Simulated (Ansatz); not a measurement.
InN (zinc blende)

```
InN
1.0
    0.00000     2.49960     2.49960
    2.49960     0.00000     2.49960
    2.49960     2.49960     0.00000
N In
1 1
Direct
  0.75000   0.75000   0.75000
  0.00000   0.00000   0.00000
```

The slice is a {110} plane (indices of the conventional cell) through the point (0.000, 0.000, 0.000) (fractional), spanned by u = [100] and v = [1 -1 -1] in vectors of this cell: u (3.53 Å) and v (5.00 Å, at 90° to u). It covers one period; positions are fractions (u, v).

Method: r2SCAN (plane waves to 500 eV, PAW, scalar-relativistic; Ansatz, an electronic-structure program). k mesh 11×11×11. These are valence fields of a PAW run, semicore shells included where kept as valence: close to a nucleus they are smooth pseudo fields. At this level the bands of InN touch or barely overlap; measurements give the solid a gap. InN was relaxed with its symmetry unable to fall.

Three fields on this plane, each scaled to ten steps between its own extremes (0 low, 9 high; the total valence density on a logarithmic scale, the potential cut 8 eV below its top; x marks points blanked near nuclei; v = 0 in the bottom row):

Map A
```
|xxxxx32122322123xxxx|
|xxxxx32111111123xxxx|
|xxxxx32111011123xxxx|
|xxxx3221100011223xxx|
|x3322211000001122233|
|22211110000000111122|
|11111100000000011111|
|11110000000000000111|
|00000000000000000000|
|00000000000000000000|
|00000000000000000000|
|00000000111110000000|
|00000011233321100000|
|00000123455543210000|
|00001246778776421000|
|0001246899x998642100|
|0002468xxxxxxx864200|
|001358xxxxxxxxx85310|
|011469xxxxxxxxx96411|
|112479xxxxxxxxx97421|
|11237xxxxxxxxxxx7321|
|221259xxxxxxxxx95212|
|x22237xxxxxxxxx73222|
|xxxx24xxxxxxxxx42xxx|
|xxxxx25xxxxxxx52xxxx|
|xxxxx22699x99622xxxx|
|xxxxx22367876322xxxx|
|xxxxxx223555322xxxxx|
```

Map B
```
|xxxxx97654445679xxxx|
|xxxxx97543334579xxxx|
|xxxxx86432223468xxxx|
|xxxx8653221223568xxx|
|x9876543211123456789|
|77665432111112345667|
|55544321110111234455|
|44333221111111223334|
|33222111111111112223|
|22111111111111111112|
|11111112222222111111|
|00001122333332211000|
|00001233444443321000|
|00012334555554332100|
|00012356677766542100|
|0012356788x887653210|
|1123467xxxxxxx764321|
|223457xxxxxxxxx75432|
|334568xxxxxxxxx86543|
|444578xxxxxxxxx87544|
|55667xxxxxxxxxxx7665|
|777789xxxxxxxxx98777|
|x99889xxxxxxxxx98899|
|xxxx99xxxxxxxxx99xxx|
|xxxxx99xxxxxxx99xxxx|
|xxxxx98889x98889xxxx|
|xxxxx98777777789xxxx|
|xxxxxx866555668xxxxx|
```

Map C
```
|xxxxx00257775200xxxx|
|xxxxx00256765200xxxx|
|xxxxx00356765300xxxx|
|xxxx0014667664100xxx|
|x0000135677765310000|
|00002456777776542000|
|22345667777777665432|
|55666777777777776665|
|77777777777777777777|
|88888887777777888888|
|99998887777777888999|
|99999887777777889999|
|99999888777778889999|
|99999988887888899999|
|99999998877788999999|
|9999999876x678999999|
|9999998xxxxxxx899999|
|899998xxxxxxxxx89999|
|778887xxxxxxxxx78888|
|566776xxxxxxxxx67766|
|22355xxxxxxxxxxx5532|
|000133xxxxxxxxx33100|
|x00001xxxxxxxxx10000|
|xxxx00xxxxxxxxx00xxx|
|xxxxx00xxxxxxx00xxxx|
|xxxxx00355x55300xxxx|
|xxxxx00257775200xxxx|
|xxxxxx025777520xxxxx|
```

Problem. Assign the maps to these fields: electron localisation function (ELF); valence electron density; electrostatic potential energy of an electron, from the cell's mean.

Solution. A is the electron localisation function (ELF); B is the valence electron density; C is the electrostatic potential energy of an electron, from the cell's mean.
